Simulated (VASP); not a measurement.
Write the native input for VASP 6.6.1 that does the following.

```
Task                   : relaxation of shape and atoms at fixed volume
Functional             : PBE
Potentials or basis    : VASP PAW PBE potentials, release 64 (Mg)
Cutoff                 : 300 eV
k mesh                 : 8 × 8 × 4
Occupations            : methfessel-paxton, width 0.1 eV
Spin                   : no spin polarisation
Further INCAR settings : ALGO = Fast; EDIFF = 1e-07; IBRION = 2; EDIFFG = -0.01; NSW = 40; ISIF = 4
```

The structure of Mg lies in POSCAR:

```
Mg                                      
1.0
    3.1153296036      0.0000000000      0.0000000000
   -1.5576648018      2.6979545779      0.0000000000
    0.0000000000      0.0000000000      5.1050847328
  Mg            
     2
Direct
     0.3333333332999970    0.6666666667000030    0.2500000000000000
     0.6666666667000030    0.3333333332999970    0.7500000000000000
```

The cell isn't the ideal one: a relaxed cell with its volume scaled by 0.94.

One way to write it, as run:

INCAR

```
PREC = Accurate
ENCUT = 300
EDIFF = 1E-7
ISMEAR = 1
SIGMA = 0.1
LREAL = F
LASPH = T
NELM = 80
ALGO = Fast
ISIF = 4
LWAVE = F
LCHARG = F
GGA = PE
IBRION = 2
NSW = 40
EDIFFG = -0.01
```

KPOINTS

```
Automatic mesh
0
Gamma
  8 8 4
```

Potentials or basis: VASP PAW PBE potentials, release 64 (Mg).

Command:

```sh
$ cat potpaw_PBE.64/Mg/POTCAR > POTCAR
$ mpirun -np 1 vasp_std > vasp.out
```

It gave:

| Quantity | Value |
| --- | --- |
| Energy gained by relaxing | 0.0 meV/atom |
| Ionic steps | 2 |
| Pressure after relaxing | 2.7 GPa |
| Band gap on the k mesh | none (metal or under the smearing width) |

It took 5.2 s on 1 thread of AMD EPYC 7R13 Processor (Zen 3), with other jobs on the host, peak memory 0.09 GiB.
